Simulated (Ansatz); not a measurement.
# NiO under changes of volume

One of the cells (11.249 Å³/atom); the others are scaled copies at fixed shape and fractional positions:

```xyz
2
Lattice="0.0000 2.2406 2.2406 2.2406 0.0000 2.2406 2.2406 2.2406 0.0000" Properties=species:S:1:pos:R:3 pbc="T T T"
Ni    0.0000    0.0000    0.0000
O     3.3609    3.3609    3.3609
```

The cell was built by a generator and needn't be a form met in nature.

```yaml
Program: Ansatz 0.2.0
Functional: PBE
Potentials_or_basis: all-electron LAPW, scalar-relativistic
Cutoff: 477 eV (chosen from the basis error)
Basis_error_allowed: 0.0005 eV/atom
k_mesh: 10 × 10 × 10
Occupations: fermi-dirac, width 0.05 eV
Spin: collinear spin, ferromagnetic start
Starting_moments: "[1.0, 0.0] μB"
```

```csv
volume (Å³/atom),energy over the lowest point (meV/atom),pressure (GPa),moment (μB per cell)
10.574,21.45,10.3,1.83
10.799,9.52,6.6,1.88
11.024,2.48,3.3,1.92
11.249,0.00,0.2,1.94
11.474,1.64,-2.6,1.96
11.699,7.00,-5.1,1.98
11.924,?,?,?
```

Task: What does the run at 11.924 Å³/atom give?

Result: Energy over the lowest point 15.72 meV/atom; pressure -7.4 GPa; moment 1.99 μB per cell.

Worked out: A Birch-Murnaghan fit of order 3 (a polynomial in V^(-2/3)) to the other rows has its minimum at 11.27 Å³/atom with B0 = V·E''(V) = 145 GPa and B' = 3.6. It gives 15.81 meV/atom at 11.924 Å³/atom, against the run's 15.72, and -dE/dV = -7.4 GPa, against -7.4. A parabola through the other rows of the moment, of slope 0.000476 μB per Å³/atom there, extrapolates to 1.98 μB, against the run's 1.99.

Energies are extrapolated to zero smearing.

Caveats: a cell with one magnetic atom can't hold antiferromagnetic order, which such compounds often take.
